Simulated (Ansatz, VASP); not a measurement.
**AlN in VASP and in Ansatz**

Contents of INCAR:

```
ALGO = Normal
EDIFF = 1E-6
ENCUT = 520
GGA = CA
ISIF = 2
ISMEAR = -1
LASPH = T
LCHARG = F
LREAL = F
LWAVE = F
NBANDS = 11
NELM = 60
PREC = Accurate
SIGMA = 0.05
```

File KPOINTS:

```
k-points
0
Gamma
  10 10 10
```

File POSCAR:

```
AlN
1.0
    0.0000000000      2.1984575146      2.1984575146
    2.1984575146      0.0000000000      2.1984575146
    2.1984575146      2.1984575146      0.0000000000
Al N
1 1
Direct
    0.0000000000      0.0000000000      0.0000000000
    0.2500000000      0.2500000000      0.2500000000
```

File input.yaml:

```yaml
crystal:
  lattice:
    - [0.0, 2.1984575146, 2.1984575146]
    - [2.1984575146, 0.0, 2.1984575146]
    - [2.1984575146, 2.1984575146, 0.0]
  atoms:
    - { symbol: Al, position: [0.0, 0.0, 0.0] }
    - { symbol: "N", position: [0.25, 0.25, 0.25] }
kpoints:
  mp_grid: { grid: [10, 10, 10] }
scf:
  occupations: { method: fermi_dirac, width: 0.05 }
hamiltonian:
  xc: lda
  pseudopotentials: { kind: all_electron, lapw: { basis_error: 0.001 } }
output:
  forces: true
  stress: true
  eigenvalues: true
```

Change from the starting cell: volume scaled by 1.02.

Alike in both runs: task single point; functional LDA; k mesh 10 × 10 × 10; occupations fermi-dirac, width 0.05 eV; no spin polarisation.

|  | VASP | Ansatz |
| --- | --- | --- |
| version | VASP 6.6.1 | Ansatz 0.2.0 |
| potentials or method | VASP PAW LDA potentials, release 64 (Al, N) | all-electron LAPW, scalar-relativistic |
| plane-wave cutoff (eV) | 520 | see its input |

VASP gave:

```
gap on the k mesh at the Fermi level (eV) : 3.21
least direct gap on the mesh (eV)         : 4.06
pressure (GPa)                            : -6.8
```

Question: Estimate Ansatz's values.

Answer: gap on the k mesh at the Fermi level (eV): 3.23; least direct gap on the mesh (eV): 4.05; pressure (GPa): -7.3.

Ansatz ran all-electron here, so the differences hold the error of VASP's frozen core and of both bases.

A k mesh can miss the band edges.
